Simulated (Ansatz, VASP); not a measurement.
**SnO2: VASP beside Ansatz**

```
Sn O
1.0
     1.68178    0.97097    4.80059
    -1.68178    0.97097    4.80059
     0.00000   -1.94195    4.80059
Sn O
1 2
Cartesian
  0.0000 0.0000 7.2009
  0.0000 0.0000 10.9861
  0.0000 0.0000 3.4157
```

Change from the starting cell: strain = 0.04.

Alike in both runs: task single point; functional PBE; k mesh 10 × 10 × 10; occupations fermi-dirac, width 0.05 eV; no spin polarisation.

|  | VASP | Ansatz |
| --- | --- | --- |
| version | VASP 6.6.1 | Ansatz 0.2.0 |
| potentials or method | VASP PAW PBE potentials, release 64 (Sn_d, O) | Ansatz PAW |
| plane-wave cutoff (eV) | 520 | 420 |
| valence electrons in the cell | 26 | 26 |

Ansatz gave:

```
gap on the k mesh at the Fermi level (eV)       : 1.20
least direct gap on the mesh (eV)               : 1.25
pressure (GPa)                                  : -11.3
largest component of the traceless stress (GPa) : 5.95
rms of the force components (eV/Å)              : 0.336
```

Problem. Estimate VASP's values.

Solution. gap on the k mesh at the Fermi level (eV): 1.18; least direct gap on the mesh (eV): 1.24; pressure (GPa): -10.9; largest component of the traceless stress (GPa): 5.67; rms of the force components (eV/Å): 0.318.

Atom by atom the forces differ by 0.018 eV/Å (rms over components). The functional is the same, so the differences come from potentials, cutoffs and numerics.

Caveats: spin-orbit coupling is left out, which moves the levels of the heavy elements; the pressure holds a Pulay correction of +0.6 GPa for the finite cutoff (Ansatz). A k mesh can miss the band edges.
